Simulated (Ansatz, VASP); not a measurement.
One calculation of Bi, two programs

```xyz
2
Lattice="3.7630 0.0000 0.0000 -1.8815 3.2588 0.0000 0.0000 0.0000 6.1075" Properties=species:S:1:pos:R:3 pbc="T T T"
Bi    0.0000    2.1726    1.5269
Bi    1.8815    1.0863    4.5806
```

Alike in both runs: task single point; functional PBE; k mesh 6 × 6 × 4; occupations gaussian, width 0.1 eV; no spin polarisation.

|  | VASP | Ansatz |
| --- | --- | --- |
| version | VASP 6.6.1 | Ansatz 0.2.0 |
| potentials or method | VASP PAW PBE potentials, release 64 (Bi_d) | scalar-relativistic, plane waves, PAW |
| plane-wave cutoff (eV) | 520 | 420 |
| valence electrons in the cell | 30 | 30 |

```tsv
	VASP	Ansatz	Ansatz less VASP
gap on the k mesh at the Fermi level (eV)	none	none	-
pressure (GPa)	-6.4	-6.4	+0.06
largest component of the traceless stress (GPa)	1.09	1.09	-0.004
```

A gap of «none» marks a metal or a gap that the smearing closes. The functional is the same, so the differences come from potentials, cutoffs and numerics.

Caveats: spin-orbit coupling is left out, which moves the levels of the heavy elements.
